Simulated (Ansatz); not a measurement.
## SiO2: do energies and stresses tell the same story?

These are results of Ansatz 0.2.0, DFT PBE, scalar-relativistic, plane waves, PAW, not measurements.

Cutoff 420 eV; k points 6×6×4 on the computed 12-atom cell (Γ-centred); Gaussian smearing, width 0.02 eV; no spin polarisation.

Relaxed cell: P4_12_12, a = 5.084 Å, b = 5.084 Å, c = 7.101 Å, α = 90.00°, β = 90.00°, γ = 90.00°, 12 atoms in the primitive cell. This form isn't the usual stable structure of the compound, though it has been observed.

Energies at zero smearing and pressures from the stress tensor, at volumes with shape and atoms relaxed:
| V (Å³/atom) | E − E(first) (meV/atom) | P (GPa) |
| --- | --- | --- |
| 14.375 | 0.00 | 1.076 |
| 14.834 | -2.23 | 0.522 |
| 15.293 | -2.93 | -0.009 |
| 15.752 | -2.32 | -0.458 |
| 16.211 | -0.43 | -0.860 |

Question: Check P = −dE/dV between neighbouring volumes, and get the bulk modulus from the pressures alone.

Answer: With 1 eV/Å³ = 160.2 GPa:
```csv
middle V (Å³/atom),−ΔE/ΔV (GPa),mean P (GPa)
14.605,0.778,0.799
15.064,0.247,0.257
15.522,-0.215,-0.233
15.981,-0.659,-0.659
```

The two differ by 0.021 GPa at most. The mean of two end pressures misses the average over a step by about ΔV² P″/12, up to 0.007 GPa here; with that taken off 0.025 GPa remains, from the finite cutoff, the mesh or the relaxation's tolerance. Around V = 15.293 Å³/atom, the two neighbours give B = −V ΔP/ΔV = 15.293 × 0.980 / 0.918 = 16.3 GPa, against B0 = 15.8 GPa from the Birch–Murnaghan fit of the energies.